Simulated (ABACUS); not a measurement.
Ti:

```
Ti
1.0
     2.95000    0.00000    0.00000
    -1.47500    2.55477    0.00000
     0.00000    0.00000    4.68000
Ti
2
Direct
  0.66667 0.33333 0.75000
  0.33333 0.66667 0.25000
```

| Property | Result |
| --- | --- |
| Program | ABACUS 3.10.1 |
| Task | single point |
| Functional | PBE |
| Potentials or basis | PseudoDojo NC SR 0.4.1 PBE standard |
| Cutoff | 1361 eV |
| Density cutoff | 5442 eV |
| Basis | DZP LCAO (the cutoffs set its grid) |
| k mesh | 10 × 10 × 6 |
| Occupations | fermi-dirac, width 0.05 eV |
| Spin | no spin polarisation |

On this cell: pressure -1.0 GPa; largest force under 0.003 eV/Å; band gap on the k mesh none (metal or under the smearing width).

The same run follows on a disturbed copy (atoms moved at random, drawn with an rms of 0.05 Å):

```
Ti
1.0
     2.95000    0.00000    0.00000
    -1.47500    2.55477    0.00000
     0.00000    0.00000    4.68000
Ti
2
Direct
  0.68616 0.32688 0.74849
  0.33797 0.67291 0.24873
```

**Question.** What does the disturbed cell give?

**Answer.** The energy (extrapolated to zero smearing) moves by +2.1 meV/atom; pressure -1.0 GPa; largest force 0.109 eV/Å; band gap on the k mesh none (metal or under the smearing width).

Forces in eV/Å, atoms in the order of the input:
```
Ti  -0.097  0.050  0.003
Ti   0.097 -0.050 -0.003
```

Stress tensor (GPa, compression positive):
```
-1.36  0.76  0.00
 0.76 -0.58  0.00
 0.00  0.00 -1.07
```

Caveats: the atomic orbitals were generated for these runs and aren't a published set; the basis of atomic orbitals isn't converged, which shifts pressures, moduli and gaps.
